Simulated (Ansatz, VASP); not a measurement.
K2HBr: VASP beside Ansatz

```
K H Br
1.0
     4.31464    0.00000    0.00000
    -2.15732    3.73659    0.00000
     0.00000    0.00000    7.71645
K H Br
2 1 1
Cartesian
  2.1573 1.2455 2.1229
  2.1573 1.2455 5.5935
  0.0000 2.4911 3.8582
  0.0000 0.0000 0.0000
```

The cell was built by a generator and needn't be a form met in nature.

Alike in both runs: task single point; functional PBE; k mesh 6 × 6 × 4; occupations gaussian, width 0.02 eV; no spin polarisation.

|  | VASP | Ansatz |
| --- | --- | --- |
| version | VASP 6.6.1 | Ansatz 0.2.0 |
| potentials or method | VASP PAW PBE potentials, release 64 (K_sv, H, Br) | scalar-relativistic, plane waves, PAW |
| plane-wave cutoff (eV) | 520 | 420 |
| valence electrons in the cell | 26 | 26 |

|  | VASP | Ansatz | Ansatz less VASP |
| --- | --- | --- | --- |
| gap on the k mesh at the Fermi level (eV) | 3.32 | 3.32 | +0.001 |
| least direct gap on the mesh (eV) | 3.84 | 3.84 | +0.001 |
| pressure (GPa) | 0.0 | 0.0 | -0.01 |

A k mesh can miss the band edges. PBE gaps usually lie below the measured ones, often by a third to a half.
